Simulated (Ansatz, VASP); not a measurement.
KBr: VASP beside Ansatz

Contents of INCAR:

```
SYSTEM = KBr
PREC     = Accurate       ! precision mode
ENCUT    = 520            ! plane-wave cutoff, eV
EDIFF    = 1E-7           ! SCF threshold, eV
ISMEAR   = -1             ! smearing method
SIGMA    = 0.02           ! smearing width, eV
LREAL    = .FALSE.        ! projectors in reciprocal space
LASPH    = .TRUE.         ! aspherical terms in the spheres
NELM     = 100            ! most SCF steps
ALGO     = Fast           ! electronic algorithm
ISIF     = 2              ! what is computed and relaxed
LWAVE    = .FALSE.        ! write WAVECAR
LCHARG   = .FALSE.        ! write CHGCAR
GGA      = PE             ! functional
NBANDS   = 15             ! bands
```

File KPOINTS:

```
Automatic mesh
0
G
  6 6 6
  0 0 0
```

File POSCAR:

```
KBr
1.0
    0.0000000000      3.5086791066      3.9834417731
    3.5086791066      0.0000000000      3.9834417731
    3.5086791066      3.5086791066      0.0000000000
K Br
1 1
Direct
    0.0000000000      0.0000000000      0.0000000000
    0.2500000000      0.2500000000      0.2500000000
```

Input for Ansatz:

```yaml
crystal:
  lattice:
    - [0.0, 3.5086791066, 3.9834417731]
    - [3.5086791066, 0.0, 3.9834417731]
    - [3.5086791066, 3.5086791066, 0.0]
  atoms:
    - { symbol: K, position: [0.0, 0.0, 0.0] }
    - { symbol: Br, position: [0.25, 0.25, 0.25] }
kpoints:
  mp_grid: { grid: [6, 6, 6] }
  band_path:
    path:
      - [0.0, 0.0, 0.0]
      - [-0.5, -0.5, 0.0]
      - [-0.375, -0.375, 0.25]
      - [-0.375, 0.0, 0.375]
      - [0.0, 0.0, 0.5]
      - [-0.5, -0.25, 0.25]
      - [0.302083, 0.302083, -0.385417]
    npoints: 1
hamiltonian:
  xc: pbe
scf:
  occupations: { method: fermi_dirac, width: 0.02 }
  n_extra_bands: 4
output:
  forces: true
  stress: true
  eigenvalues: true
```

Change from the starting cell: epitaxial_xy strain -4.9%.

Alike in both runs: task single point; functional PBE; k mesh 6 × 6 × 6; occupations fermi-dirac, width 0.02 eV; no spin polarisation.

```csv
,VASP,Ansatz
version,VASP 6.6.1,Ansatz 0.2.0
potentials or method,"VASP PAW PBE potentials, release 64 (K_sv, Br)","plane waves, PAW"
plane-wave cutoff (eV),520,420
valence electrons in the cell,16,16
```

```tsv
	VASP	Ansatz	Ansatz less VASP
gap on the k mesh at the Fermi level (eV)	4.22	4.22	+0.001
pressure (GPa)	0.4	0.4	-0.02
largest component of the traceless stress (GPa)	0.10	0.10	+0.006
```

A k mesh can miss the band edges.
